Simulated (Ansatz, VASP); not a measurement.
One calculation of BAs, two programs

The input INCAR:

```
ALGO = Normal ; EDIFF = 1E-7
ENCUT = 520 ; GGA = PS
ISIF = 2 ; ISMEAR = -1
LASPH = True ; LCHARG = False
LREAL = False ; LWAVE = False
NBANDS = 11 ; NELM = 80
PREC = Accurate ; SIGMA = 0.05
```

File KPOINTS:

```
k-points
0
Gamma
  10 10 10
```

The input POSCAR:

```
BAs
1.0
    0.0000000000      2.3885000000      2.3885000000
    2.3885000000      0.0000000000      2.3885000000
    2.3885000000      2.3885000000      0.0000000000
As B
1 1
Direct
    0.7500000000      0.7500000000      0.7500000000
    0.0000000000      0.0000000000      0.0000000000
```

input.yaml

```yaml
crystal:
  lattice:
    - [0.0, 2.3885, 2.3885]
    - [2.3885, 0.0, 2.3885]
    - [2.3885, 2.3885, 0.0]
  atoms:
    - { symbol: As, position: [0.75, 0.75, 0.75] }
    - { symbol: B, position: [0.0, 0.0, 0.0] }
hamiltonian:
  xc: pbesol
  pseudopotentials: { kind: paw }
kpoints:
  mp_grid: { grid: [10, 10, 10] }
  band_path:
    path:
      - [[0.0, 0.0, 0.0], [0.5, 0.0, 0.5], [0.5, 0.25, 0.75], [0.375, 0.375, 0.75], [0.0, 0.0, 0.0], [0.5, 0.5, 0.5], [0.625, 0.25, 0.625], [0.5, 0.25, 0.75], [0.5, 0.5, 0.5], [0.375, 0.375, 0.75]]
      - [[0.625, 0.25, 0.625], [0.5, 0.0, 0.5]]
    npoints: 14
scf:
  occupations: { method: fermi_dirac, width: 0.05 }
  n_extra_bands: 6
output:
  forces: true
  stress: true
  eigenvalues: true
  fatbands: false
```

Alike in both runs: functional PBEsol; k mesh 10 × 10 × 10; occupations fermi-dirac, width 0.05 eV; no spin polarisation.

```csv
,VASP,Ansatz
version,VASP 6.6.1,Ansatz 0.2.0
potentials or method,"VASP PAW PBE potentials, release 64 (As, B)",Ansatz PAW
plane-wave cutoff (eV),520,420
valence electrons in the cell,8,18
task,single point,band structure
```

```tsv
	VASP	Ansatz	Ansatz less VASP
gap on the k mesh at the Fermi level (eV)	1.08	1.09	+0.009
least direct gap on the mesh (eV)	3.24	3.24	+0.004
pressure (GPa)	0.1	-0.8	-0.86
```

The functional is the same, so the differences come from potentials, cutoffs and numerics. The two sets of potentials don't hold the same shells in valence.

Caveats: the PAW data sets were made with another functional, which shifts forces and pressure a little (VASP); the PAW data sets come from PBE, with cores solved anew for the run's functional, which leaves a small shift of forces and pressure (Ansatz). A k mesh can miss the band edges. Expect the measured gap to be larger: semilocal functionals such as PBEsol lack the derivative discontinuity.
